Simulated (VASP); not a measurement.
# InSb3 (Fm-3m) in VASP: single point with PBE

Aim: the single point of InSb3 with PBE.

Program: VASP 6.6.1. These are calculated values, not measurements. Logs are shortened: lines on timing, memory, paths and dates and some standing lists are left out, and cuts for length are marked.

### 1 Starting point

The structure is cubic, space group Fm-3m (No. 225). Conventional cell: a = 7.589 Å, b = 7.589 Å, c = 7.589 Å, α = 90.00°, β = 90.00°, γ = 90.00°. In (site symmetry m-3m) is surrounded by 8 Sb at 3.29 Å. Around Sb (site symmetry -43m) lie 4 In at 3.29 Å and 4 Sb at 3.29 Å. Around Sb (site symmetry m-3m) lie 8 Sb at 3.29 Å.

The cell comes from a database or a generator and needn't be the stable form of this composition.

### 2 Single point, PBE

INCAR

```
SYSTEM = InSb3
PREC     = Accurate       ! precision mode
ENCUT    = 520            ! plane-wave cutoff, eV
EDIFF    = 1E-6           ! SCF threshold, eV
ISMEAR   = -1             ! smearing method
SIGMA    = 0.05           ! smearing width, eV
LREAL    = .False.        ! projectors in reciprocal space
LASPH    = .True.         ! aspherical terms in the spheres
NELM     = 100            ! most SCF steps
ALGO     = Normal         ! electronic algorithm
ISIF     = 2              ! what is computed and relaxed
LWAVE    = .False.        ! write WAVECAR
LCHARG   = .False.        ! write CHGCAR
GGA      = PE             ! functional
NBANDS   = 22             ! bands
```

KPOINTS

```
regular mesh
0
Gamma
  9 9 9
  0 0 0
```

POSCAR

```
InSb3
1.0
    0.0000000000      3.7945550000      3.7945550000
    3.7945550000      0.0000000000      3.7945550000
    3.7945550000      3.7945550000      0.0000000000
In Sb
1 3
Direct
    0.0000000000      0.0000000000      0.0000000000
    0.2500000000      0.2500000000      0.2500000000
    0.7500000000      0.7500000000      0.7500000000
    0.5000000000      0.5000000000      0.5000000000
```

Potentials or basis: VASP PAW PBE potentials, release 64 (In_d, Sb).

On the command line:

```console
$ cat potpaw_PBE.64/In_d/POTCAR potpaw_PBE.64/Sb/POTCAR > POTCAR
$ mpirun -np 1 vasp_std > vasp.out
```

OUTCAR:

```text
SYSTEM = InSb3
   PREC = Accurate
   ENCUT = 520
   EDIFF = 1E-6
   ISMEAR = -1
   LREAL = .False.
   LASPH = .True.
   NELM = 100
   ISIF = 2
   GGA = PE

 ion  position               nearest neighbor table
   1  0.000  0.000  0.000-   2 3.29   3 3.29   3 3.29   3 3.29   3 3.29   2 3.29   2 3.29   2 3.29
                             4 3.79   4 3.79   4 3.79   4 3.79   4 3.79   4 3.79
   2  0.250  0.250  0.250-   1 3.29   4 3.29   1 3.29   1 3.29   1 3.29   4 3.29   4 3.29   4 3.29

   3  0.750  0.750  0.750-   1 3.29   4 3.29   4 3.29   4 3.29   4 3.29   1 3.29   1 3.29   1 3.29

   4  0.500  0.500  0.500-   2 3.29   3 3.29   2 3.29   2 3.29   2 3.29   3 3.29   3 3.29   3 3.29
                             1 3.79   1 3.79   1 3.79   1 3.79   1 3.79   1 3.79

  LATTYP: Found a face centered cubic cell.
 ALAT       =     7.5891100000

  Lattice vectors:

 A1 = (   0.0000000000,   3.7945550000,   3.7945550000)
 A2 = (   3.7945550000,   0.0000000000,   3.7945550000)
 A3 = (   3.7945550000,   3.7945550000,   0.0000000000)

Analysis of symmetry for initial positions (statically):
=====================================================================
 Subroutine PRICEL returns:
 Original cell was already a primitive cell.

 Routine SETGRP: Setting up the symmetry group for a
 face centered cubic supercell.

 Subroutine GETGRP returns: Found 48 space group operations
 (whereof 48 operations were pure point group operations)
 out of a pool of 48 trial point group operations.

The static configuration has the point symmetry O_h .

Analysis of symmetry for dynamics (positions and initial velocities):
=====================================================================
 Subroutine PRICEL returns:
 Original cell was already a primitive cell.

 Routine SETGRP: Setting up the symmetry group for a
 face centered cubic supercell.

 Subroutine GETGRP returns: Found 48 space group operations
 (whereof 48 operations were pure point group operations)
 out of a pool of 48 trial point group operations.

The dynamic configuration has the point symmetry O_h .

 Subroutine INISYM returns: Found 48 space group operations
 (whereof 48 operations are pure point group operations),
 and found     1 'primitive' translations

----------------------------------------------------------------------------------------

                                     Primitive cell

  volume of cell :     109.2729

  direct lattice vectors                    reciprocal lattice vectors
     0.000000000  3.794555000  3.794555000    -0.131767757  0.131767757  0.131767757
     3.794555000  0.000000000  3.794555000     0.131767757 -0.131767757  0.131767757
     3.794555000  3.794555000  0.000000000     0.131767757  0.131767757 -0.131767757

  length of vectors
     5.366311144  5.366311144  5.366311144     0.228228449  0.228228449  0.228228449

  position of ions in fractional coordinates (direct lattice)
     0.000000000  0.000000000  0.000000000
     0.250000000  0.250000000  0.250000000
     0.750000000  0.750000000  0.750000000
     0.500000000  0.500000000  0.500000000

  ion indices of the primitive-cell ions
   primitive index   ion index
                 1           1
                 2           2
                 3           3
                 4           4

----------------------------------------------------------------------------------------

 KPOINTS: regular mesh

Automatic generation of k-mesh.
 Grid dimensions read from file:
 generate k-points for:    9    9    9

 Generating k-lattice:

  Cartesian coordinates                     Fractional coordinates (reciprocal lattice)
    -0.014640862  0.014640862  0.014640862     0.111111111  0.000000000  0.000000000
     0.014640862 -0.014640862  0.014640862     0.000000000  0.111111111  0.000000000
     0.014640862  0.014640862 -0.014640862     0.000000000  0.000000000  0.111111111

  Length of vectors
     0.025358717  0.025358717  0.025358717

  Shift w.r.t. Gamma in fractional coordinates (k-lattice)
     0.000000000  0.000000000  0.000000000

 Subroutine IBZKPT returns following result:
 ===========================================

 Found     35 irreducible k-points:

 Following reciprocal coordinates:
            Coordinates               Weight
  0.000000  0.000000  0.000000      1.000000
  0.111111  0.000000  0.000000      8.000000
  0.222222  0.000000  0.000000      8.000000
  0.333333  0.000000  0.000000      8.000000
  0.444444  0.000000  0.000000      8.000000
  0.111111  0.111111  0.000000      6.000000
[... 16 lines left out ...]
 -0.333333  0.333333  0.000000     12.000000
  0.444444  0.444444  0.000000      6.000000
 [... further k-points ...]
   k-points           NKPTS =     35   k-points in BZ     NKDIM =     35   number of bands    NBANDS=     22
   number of dos      NEDOS =    301   number of ions     NIONS =      4
   total plane-waves  NPLWV =  64000
   dimension x,y,z NGX =    40 NGY =   40 NGZ =   40
   dimension x,y,z NGXF=    80 NGYF=   80 NGZF=   80
   ions per type =               1   3
   NGX,Y,Z   is equivalent  to a cutoff of  12.39, 12.39, 12.39 a.u.
   NGXF,Y,Z  is equivalent  to a cutoff of  24.78, 24.78, 24.78 a.u.
 SYSTEM =  InSb3
   PREC   = accura    normal or accurate (medium, high low for compatibility)
   ISTART =      0    job   : 0-new  1-cont  2-samecut
   ICHARG =      2    charge: 1-file 2-atom 10-const
   ISPIN  =      1    spin polarized calculation?
   LNONCOLLINEAR =      F non collinear calculations
   LSORBIT =      F    spin-orbit coupling
   LASPH  =      T    aspherical Exc in radial PAW
   ENCUT  =  520.0 eV  38.22 Ry    6.18 a.u.   9.98  9.98  9.98*2*pi/ulx,y,z
   NELM   =    100;   NELMIN=  2; NELMDL= -5     # of ELM steps
   EDIFF  = 0.1E-05   stopping-criterion for ELM
   LREAL  =      F    real-space projection
   EDIFFG = 0.1E-04   stopping-criterion for IOM
   NSW    =      0    number of steps for IOM
   IBRION =     -1    ionic relax: 0-MD 1-quasi-New 2-CG
   NFREE  =      0    steps in history (QN), initial steepest desc. (CG)
   ISIF   =      2    stress and relaxation
   ISYM   =      2    0-nonsym 1-usesym 2-fastsym
   POTIM  = 0.5000    time-step for ionic-motion
   TEBEG  =    0.0;   TEEND  =   0.0 temperature during run
   PSTRESS=    0.0 pullay stress
   NELECT =      28.0000    total number of electrons
   NUPDOWN=      -1.0000    fix difference up-down
   EMIN   =  10.00;   EMAX   =-10.00  energy-range for DOS
   EFERMI =   0.00;   METHOD = LEGACY
   ISMEAR =    -1;   SIGMA  =   0.05  broadening in eV -4-tet -1-fermi 0-gaus
   EFERMI_NEDOS =   21; number of points for ismear=-14 and -15
   IALGO  =     38    algorithm
   IMIX   =      4    mixing-type and parameters
     AMIX     =   0.40;   BMIX     =  1.00
     AMIX_MAG =   1.60;   BMIX_MAG =  1.00
  volume/ion in A,a.u.               =      27.32       184.35
  Fermi-wavevector in a.u.,A,eV,Ry     =   1.039816  1.964968 14.710866  1.081218
  Thomas-Fermi vector in A             =   2.174364
   LORBIT       =      0    0 simple, 1 ext, 2 COOP (PROOUT), +10 PAW based schemes
   GGA     = PE    functional components
   LHFCALC =     F    Hartree Fock is set to
   AEXX    =    0.0000 exact exchange contribution
   IVDW    =     0    specifies the selected vdW correction
   LEPSILON=     F    determine dielectric tensor
   LRPA    =     F    only Hartree local field effects (RPA)
 non-spin polarized calculation
  energy-cutoff  :      520.00
  volume of cell :      109.27
 maximum number of plane-waves:      2957
   NGX = 19   NGY = 19   NGZ = 19

 number of electron      27.9999991 magnetization

 Free energy of the ion-electron system (eV)
  ---------------------------------------------------
  ext. energy  EPLUGINS =         0.00000000
  ---------------------------------------------------
  free energy    TOTEN  =       -14.25724787 eV

  energy without entropy =      -14.22897865  energy(sigma->0) =      -14.24311326

 E-fermi :   7.8747     XC(G=0): -10.1361

 val. band max:        7.8735948617   @ k =  -0.4444   0.3333   0.1111
 cond. band min:       7.8950734455   @ k =  -0.4444   0.3333   0.0000
 fundamental gap:      0.0214785838
 Fermi energy:         7.8746764475

 k-point     1 :       0.0000    0.0000    0.0000
  band No.  band energies     occupation
      1      -6.5240      2.00000
      2      -6.5240      2.00000
      3      -6.5240      2.00000
      4      -6.4931      2.00000
      5      -6.4931      2.00000
      6      -4.2568      2.00000
[... 14 lines left out ...]
     21      14.6849      0.00000
     22      14.6849      0.00000

 k-point     2 :       0.1111    0.0000    0.0000
  band No.  band energies     occupation
      1      -6.5256      2.00000
      2      -6.5233      2.00000
      3      -6.5233      2.00000
      4      -6.4933      2.00000
      5      -6.4933      2.00000
      6      -4.1657      2.00000
[... 14 lines left out ...]
     21      13.8523      0.00000
     22      14.4750      0.00000

 k-point     3 :       0.2222    0.0000    0.0000
  band No.  band energies     occupation
      1      -6.5300      2.00000
      2      -6.5216      2.00000
      3      -6.5216      2.00000
      4      -6.4937      2.00000
      5      -6.4937      2.00000
      6      -3.8945      2.00000
[... 14 lines left out ...]
     21      12.7300      0.00000
     22      13.7771      0.00000
[... 476 lines left out ...]
 k-point    23 :      -0.3333    0.3333    0.0000
  band No.  band energies     occupation
      1      -6.5344      2.00000
      2      -6.5254      2.00000
      3      -6.5147      2.00000
      4      -6.5001      2.00000
      5      -6.4936      2.00000
      6      -2.2693      2.00000
[... 14 lines left out ...]
     21      13.1028      0.00000
     22      15.4494      0.00000

 k-point    24 :       0.4444    0.4444    0.0000
  band No.  band energies     occupation
      1      -6.5475      2.00000
      2      -6.5124      2.00000
      3      -6.5124      2.00000
      4      -6.5053      2.00000
      5      -6.4905      2.00000
      6      -2.4015      2.00000
[... 14 lines left out ...]
     21      12.7024      0.00000
     22      13.1019      0.00000

 [... further k-points ...]

------------------------ aborting loop because EDIFF is reached ----------------------------------------

  FORCE on cell =-STRESS in cart. coord.  units (eV):
  Direction    XX          YY          ZZ          XY          YZ          ZX
  --------------------------------------------------------------------------------------
  -------------------------------------------------------------------------------------
  Total        0.1751015      0.1751015      0.1751015      0.0000000      0.0000000     -0.0000000
  in kB        2.5673671      2.5673671      2.5673671      0.0000000      0.0000000     -0.0000000
  external PRESSURE =       2.5673671 kB  Pullay stress =       0.0000000 kB

 VOLUME and BASIS-vectors are now :
 -----------------------------------------------------------------------------
  energy-cutoff  :      520.00
  volume of cell :      109.27
      direct lattice vectors                 reciprocal lattice vectors
     0.000000000  3.794555000  3.794555000    -0.131767757  0.131767757  0.131767757
     3.794555000  0.000000000  3.794555000     0.131767757 -0.131767757  0.131767757
     3.794555000  3.794555000  0.000000000     0.131767757  0.131767757 -0.131767757

 POSITION                                       TOTAL-FORCE (eV/Angst)
 -----------------------------------------------------------------------------------
      0.00000      0.00000      0.00000        -0.000000     -0.000000     -0.000000
      1.89728      1.89728      1.89728        -0.000000      0.000000     -0.000000
      5.69183      5.69183      5.69183         0.000000      0.000000      0.000000
      3.79455      3.79455      3.79455        -0.000000     -0.000000     -0.000000
 -----------------------------------------------------------------------------------
    total drift:                               -0.000000      0.000000      0.000000

  FREE ENERGIE OF THE ION-ELECTRON SYSTEM (eV)
  ---------------------------------------------------
  free  energy   TOTEN  =       -14.2572478740 eV

  energy  without entropy=      -14.2289786492  energy(sigma->0) =      -14.24311326
```

Run time: 74 s. Hardware: 1 thread of Intel Xeon Platinum 8175M at 2.50GHz (Skylake/Cascade Lake), shared host; peak memory 0.28 GiB.

What came out:

```yaml
Free_energy: -14.2572 eV
Pressure: 0.3 GPa
Band_gap_on_the_k_mesh: none (metal or under the smearing width)
```
